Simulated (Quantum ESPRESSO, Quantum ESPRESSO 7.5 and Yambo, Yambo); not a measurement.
## SiC (Moissanite): a self-consistent loop beyond G0W0, cycle by cycle

Wanted: G0W0 and self-consistent gaps of SiC (Moissanite), with the cost of the cycles.

Method: PBE and many-body steps on it, plane waves, in Quantum ESPRESSO 7.5 and Yambo 5.3.0.

**Experimental background.**

- Gap 3.33 eV: band gap at cryogenic temperature; bulk crystal (literature value) (quoted in “Silicon carbide diodes for neutron detection”, 2020, arxiv:2009.14696).

Most raw output is cut from this account.

## (1) Set-up

Symmetry: P6_3mc, No. 186, hexagonal system. The conventional cell has a = 3.076 Å, b = 3.076 Å, c = 5.048 Å, α = 90.00°, β = 90.00°, γ = 120.00°. Nearest to Si lie 4 C at 1.87 to 1.94 Å. Nearest to C lie 4 Si at 1.87 to 1.94 Å. Farther neighbours are not listed.

The cell and positions come from the Crystallography Open Database and are kept as given unless a step says otherwise.

## (2) Empty states on the mesh, 3×3×4 mesh, 101 bands

This step: Quantum ESPRESSO 7.5; DFT, PBE, plane waves, norm-conserving pseudopotentials.

The sums over transitions need many empty states on a uniform mesh; this step solves for them.

File pw.in:

```
&control
  calculation = 'nscf'
  prefix = 'x'
  outdir = 'o'
  pseudo_dir = 'pseudo'
/
&system
  ibrav = 0
  nat = 4
  ntyp = 2
  ecutwfc = 74.0
  nbnd = 101
  force_symmorphic = .true.
/
&electrons
  conv_thr = 1e-9
  electron_maxstep = 80
  diago_full_acc = .true.
  diago_thr_init = 5e-6
/
ATOMIC_SPECIES
  Si 28.085 Si.upf
  C 12.011 C.upf
CELL_PARAMETERS angstrom
  3.0760000000 0.0000000000 0.0000000000
  -1.5380000000 2.6638941420 0.0000000000
  0.0000000000 0.0000000000 5.0480000000
ATOMIC_POSITIONS crystal
  Si 0.3333333333 0.6666666667 0.0000000000
  Si 0.6666666667 0.3333333333 0.5000000000
  C 0.3333333333 0.6666666667 0.3850000000
  C 0.6666666667 0.3333333333 0.8850000000
K_POINTS automatic
  3 3 4 0 0 0
```

Command:

```sh
OMP_NUM_THREADS=1 mpirun -n 4 pw.x -nk 4 -in pw.in > pw.out
```

Run time: 6.3 s. Hardware: 4 MPI ranks of Arm Neoverse V1, shared host; peak memory 0.29 GiB.

Numbers from this step:

```yaml
gap: 2.329 eV
k_of_the_valence_top: 0, 0, 0
k_of_the_conduction_bottom: 0.3333, 0.3333, 0
least_direct_gap: 4.403 eV
k_points_computed: 10
lowest_point_of_the_top_converged_band_above_the_valence_top: 81.0840 eV
```

On this mesh the gap is 2.329 eV.

The density comes from a self-consistent run that is not shown.

## (3) Conversion and set-up

This step: Yambo 5.3.0; conversion and set-up on PBE, plane waves, norm-conserving pseudopotentials.

The states are converted to the many-body program's format and the q mesh is built.

Command:

```sh
(cd o/x.save; p2y > p2y.log; mv SAVE ../..); yambo > setup.log
```

It took 2.1 s on 1 MPI rank; peak memory 0.23 GiB.

## (4) G0W0

Now the one-shot GW correction: screening in the RPA, then the self-energy of the levels asked for.

This step: G0W0 on PBE, plane waves, norm-conserving pseudopotentials.

File gw1.in:

```
HF_and_locXC
gw0
dyson
ppa
em1d
rim_cut
RandQpts= 1000000
RandGvec= 1 RL
EXXRLvcs= 74 Ry
VXCRLvcs= 296 Ry
Chimod= "HARTREE"
% BndsRnXp
 1 | 101 |
%
NGsBlkXp= 9.5 Ry
% LongDrXp
 1 | 1 | 1 |
%
% GbndRnge
 1 | 101 |
%
DysSolver= "n"
ExtendOut
PPAPntXp= 27.21138 eV
% QPkrange
 1 | 10 | 1 | 14 |
%
```

Command:

```sh
OMP_NUM_THREADS=1 mpirun -n 4 yambo -F gw1.in -J gw1 -C gw1 > gw1.log
```

Elapsed: 2.5 min, on 4 MPI ranks; peak memory 1.5 GiB.

Numbers from this step:

```
G0W0 gap on the mesh                         : 2.833 eV
starting gap on the mesh                     : 2.329 eV
k of the valence top                         : 0, 0, 0
k of the conduction bottom                   : 0.3333, 0.3333, 0
least direct G0W0 gap on the computed points : 5.262 eV
Z at the valence top                         : 0.8007
Z at the conduction bottom                   : 0.8285
```

The gap on the mesh goes from 2.33 eV to 2.83 eV, a correction of +0.50 eV.

## (5) evGW0, cycle 1

This step: evGW0 on PBE, plane waves, norm-conserving pseudopotentials.

gw2.in, as its differences from gw1.in of step 4:

```diff
@@ -27 +27,2 @@
 %
+GfnQPdb= "E < ./gw1/ndb.QP"
```

Command:

```sh
OMP_NUM_THREADS=1 mpirun -n 4 yambo -F gw2.in -J gw2,gw1_W -C gw2 > gw2.log
```

Run time: 2.3 min. Hardware: 4 MPI ranks; peak memory 1.5 GiB.

Numbers from this step:

```
quasiparticle gap on the mesh                         : 2.903 eV
gap of the density functional on the mesh             : 2.329 eV
k of the valence top                                  : 0, 0, 0
k of the conduction bottom                            : 0.3333, 0.3333, 0
least direct quasiparticle gap on the computed points : 5.385 eV
Z at the valence top                                  : 0.8053
Z at the conduction bottom                            : 0.8355
```

Against G0W0 in Yambo (3×3×4 mesh, 101 bands, screening to 129.3 eV, Godby-Needs plasmon pole), the gap moves by +0.070 eV.

The program's own table gives 2.986 eV, which is too large where the input levels are shifted: this version takes Σc at the unshifted level E₀, yet steps from the shifted one. The value above is the Newton step from E₀, E₀ + Z(Σc + Σx − Vxc), rebuilt from the printed columns.

## (6) evGW0, cycle 2

The corrected levels of the last cycle go back in.

gw3.in, as its differences from gw2.in of step 5:

```diff
@@ -27,2 +27,2 @@
 %
-GfnQPdb= "E < ./gw1/ndb.QP"
+GfnQPdb= "E < ./gw2_fix/ndb.QP"
```

Command:

```sh
OMP_NUM_THREADS=1 mpirun -n 4 yambo -F gw3.in -J gw3,gw1_W -C gw3 > gw3.log
```

Wall time 2.3 min (4 MPI ranks); peak memory 1.5 GiB.

Numbers from this step:

- quasiparticle gap on the mesh: 2.914 eV
- gap of the density functional on the mesh: 2.329 eV
- k of the valence top: 0, 0, 0
- k of the conduction bottom: 0.3333, 0.3333, 0
- least direct quasiparticle gap on the computed points: 5.404 eV

Against the cycle before, the gap moves by +0.011 eV.

The program's own table gives 3.008 eV, which is too large where the input levels are shifted: this version takes Σc at the unshifted level E₀, yet steps from the shifted one. The value above is the Newton step from E₀, E₀ + Z(Σc + Σx − Vxc), rebuilt from the printed columns.

## (7) evGW0, cycle 3

gw4.in, as its differences from gw3.in of step 6:

```diff
@@ -27,2 +27,2 @@
 %
-GfnQPdb= "E < ./gw2_fix/ndb.QP"
+GfnQPdb= "E < ./gw3_fix/ndb.QP"
```

Command:

```sh
OMP_NUM_THREADS=1 mpirun -n 4 yambo -F gw4.in -J gw4,gw1_W -C gw4 > gw4.log
```

Elapsed: 2.3 min, on 4 MPI ranks; peak memory 1.4 GiB.

This step gave:

| Property | Result |
| --- | --- |
| quasiparticle gap on the mesh | 2.916 eV |
| gap of the density functional on the mesh | 2.329 eV |
| k of the valence top | 0, 0, 0 |
| k of the conduction bottom | 0.3333, 0.3333, 0 |
| least direct quasiparticle gap on the computed points | 5.407 eV |

Against the cycle before, the gap moves by +0.002 eV.

The program's own table gives 3.011 eV, which is too large where the input levels are shifted: this version takes Σc at the unshifted level E₀, yet steps from the shifted one. The value above is the Newton step from E₀, E₀ + Z(Σc + Σx − Vxc), rebuilt from the printed columns.

## (8) evGW, cycle 1

This step: evGW on PBE, plane waves, norm-conserving pseudopotentials.

gw5.in, as its differences from gw4.in of step 7:

```diff
@@ -27,2 +27,3 @@
 %
-GfnQPdb= "E < ./gw3_fix/ndb.QP"
+GfnQPdb= "E < ./gw1/ndb.QP"
+XfnQPdb= "E < ./gw1/ndb.QP"
```

Command:

```sh
OMP_NUM_THREADS=1 mpirun -n 4 yambo -F gw5.in -J gw5 -C gw5 > gw5.log
```

The job ended after 2.6 min (4 MPI ranks; peak memory 1.5 GiB; 10 min of CPU time).

Numbers from this step:

| Quantity | Value |
| --- | --- |
| quasiparticle gap on the mesh | 3.032 eV |
| gap of the density functional on the mesh | 2.329 eV |
| k of the valence top | 0, 0, 0 |
| k of the conduction bottom | 0.3333, 0.3333, 0 |
| least direct quasiparticle gap on the computed points | 5.541 eV |

Against G0W0 in Yambo (3×3×4 mesh, 101 bands, screening to 129.3 eV, Godby-Needs plasmon pole), the gap moves by +0.199 eV.

The program's own table gives 3.110 eV, which is too large where the input levels are shifted: this version takes Σc at the unshifted level E₀, yet steps from the shifted one. The value above is the Newton step from E₀, E₀ + Z(Σc + Σx − Vxc), rebuilt from the printed columns.

## (9) evGW, cycle 2

gw6.in, as its differences from gw5.in of step 8:

```diff
@@ -27,3 +27,3 @@
 %
-GfnQPdb= "E < ./gw1/ndb.QP"
-XfnQPdb= "E < ./gw1/ndb.QP"
+GfnQPdb= "E < ./gw5_fix/ndb.QP"
+XfnQPdb= "E < ./gw5_fix/ndb.QP"
```

Command:

```sh
OMP_NUM_THREADS=1 mpirun -n 4 yambo -F gw6.in -J gw6 -C gw6 > gw6.log
```

It took 2.6 min on 4 MPI ranks; peak memory 1.5 GiB.

This step gave:

```
quasiparticle gap on the mesh                         : 3.095 eV
gap of the density functional on the mesh             : 2.329 eV
k of the valence top                                  : 0, 0, 0
k of the conduction bottom                            : 0.3333, 0.3333, 0
least direct quasiparticle gap on the computed points : 5.625 eV
```

Against the cycle before, the gap moves by +0.063 eV.

The program's own table gives 3.200 eV, which is too large where the input levels are shifted: this version takes Σc at the unshifted level E₀, yet steps from the shifted one. The value above is the Newton step from E₀, E₀ + Z(Σc + Σx − Vxc), rebuilt from the printed columns.

## (10) evGW, cycle 3

gw7.in, as its differences from gw6.in of step 9:

```diff
@@ -27,3 +27,3 @@
 %
-GfnQPdb= "E < ./gw5_fix/ndb.QP"
-XfnQPdb= "E < ./gw5_fix/ndb.QP"
+GfnQPdb= "E < ./gw6_fix/ndb.QP"
+XfnQPdb= "E < ./gw6_fix/ndb.QP"
```

Command:

```sh
OMP_NUM_THREADS=1 mpirun -n 4 yambo -F gw7.in -J gw7 -C gw7 > gw7.log
```

Wall time 2.6 min (4 MPI ranks); peak memory 1.5 GiB; 10 min of CPU time.

This step gave:

```yaml
quasiparticle_gap_on_the_mesh: 3.114 eV
gap_of_the_density_functional_on_the_mesh: 2.329 eV
k_of_the_valence_top: 0, 0, 0
k_of_the_conduction_bottom: 0.3333, 0.3333, 0
least_direct_quasiparticle_gap_on_the_computed_points: 5.651 eV
```

Against the cycle before, the gap moves by +0.019 eV.

The program's own table gives 3.227 eV, which is too large where the input levels are shifted: this version takes Σc at the unshifted level E₀, yet steps from the shifted one. The value above is the Newton step from E₀, E₀ + Z(Σc + Σx − Vxc), rebuilt from the printed columns.

## (11) evGW, cycle 4

gw8.in, as its differences from gw7.in of step 10:

```diff
@@ -27,3 +27,3 @@
 %
-GfnQPdb= "E < ./gw6_fix/ndb.QP"
-XfnQPdb= "E < ./gw6_fix/ndb.QP"
+GfnQPdb= "E < ./gw7_fix/ndb.QP"
+XfnQPdb= "E < ./gw7_fix/ndb.QP"
```

Command:

```sh
OMP_NUM_THREADS=1 mpirun -n 4 yambo -F gw8.in -J gw8 -C gw8 > gw8.log
```

Wall time 2.6 min (4 MPI ranks); peak memory 1.5 GiB.

This step gave:

- quasiparticle gap on the mesh: 3.119 eV
- gap of the density functional on the mesh: 2.329 eV
- k of the valence top: 0, 0, 0
- k of the conduction bottom: 0.3333, 0.3333, 0
- least direct quasiparticle gap on the computed points: 5.658 eV

Against the cycle before, the gap moves by +0.006 eV.

The program's own table gives 3.235 eV, which is too large where the input levels are shifted: this version takes Σc at the unshifted level E₀, yet steps from the shifted one. The value above is the Newton step from E₀, E₀ + Z(Σc + Σx − Vxc), rebuilt from the printed columns.

## (12) Side by side

Times are wall times on 4 MPI ranks of Arm Neoverse V1, shared host, good to a factor of about two.

```csv
run,mesh,bands,screening cutoff (eV),DFT gap (eV),gap on the mesh (eV),direct (eV),time
G0W0,3×3×4,101,129.3,2.329,2.833,5.262,2.5 min
"evGW0, cycle 1",3×3×4,101,129.3,2.329,2.903,5.385,2.3 min
"evGW0, cycle 2",3×3×4,101,129.3,2.329,2.914,5.404,2.3 min
"evGW0, cycle 3",3×3×4,101,129.3,2.329,2.916,5.407,2.3 min
"evGW, cycle 1",3×3×4,101,129.3,2.329,3.032,5.541,2.6 min
"evGW, cycle 2",3×3×4,101,129.3,2.329,3.095,5.625,2.6 min
"evGW, cycle 3",3×3×4,101,129.3,2.329,3.114,5.651,2.6 min
"evGW, cycle 4",3×3×4,101,129.3,2.329,3.119,5.658,2.6 min
```

## (13) Results

```json
{
  "G0W0": "2.833 eV",
  "evGW0, cycle 1": "2.903 eV",
  "evGW0, cycle 2": "2.914 eV",
  "evGW0, cycle 3": "2.916 eV",
  "evGW, cycle 1": "3.032 eV",
  "evGW, cycle 2": "3.095 eV",
  "evGW, cycle 3": "3.114 eV",
  "evGW, cycle 4": "3.119 eV",
  "known limits": "not at the basis limit; coarse k mesh"
}
```

What this shows: evGW0 ends at 2.92 eV, +0.08 eV from G0W0, after 3 cycles that took 6.9 min beside the first screening; the last moved the gap by 0.002 eV. evGW ends at 3.12 eV, +0.29 eV from G0W0, after 4 cycles that took 10 min beside the first screening; the last moved the gap by 0.006 eV. Against experiment, by evGW, cycle 4: the gap of 3.12 eV lies −0.21 eV from the measured 3.33 eV (kind not stated, quoted 2020). These are gaps on the mesh, at modest bands and cutoff. The calculation has static nuclei and no excitons; a measured gap holds zero-point and thermal motion, which mostly lowers it. Bands and cutoff are finite, so the gap is not at the basis limit. The miss can reach some tenths of an eV and take either sign; the mesh is an error of its own. The 3×3×4 mesh is coarse for this cell, which bears on the long-range parts of exchange and screening.

[Paths, hosts, dates, memory and timing lines, banners, echoed tables and standing remarks are left out of the program output.]

[Logs are printed without paths, hosts, clocks, repeated set-up lines and the standing remarks that a program may print on its own settings, such as how far it seeks lower states.]

[Runs of the session that timed out or met a known fault of the program may be left out.]

[Hosts, paths, dates, database ids (printed as entryN), source tags and the programs' standing remarks are cut or masked in the printed files.]
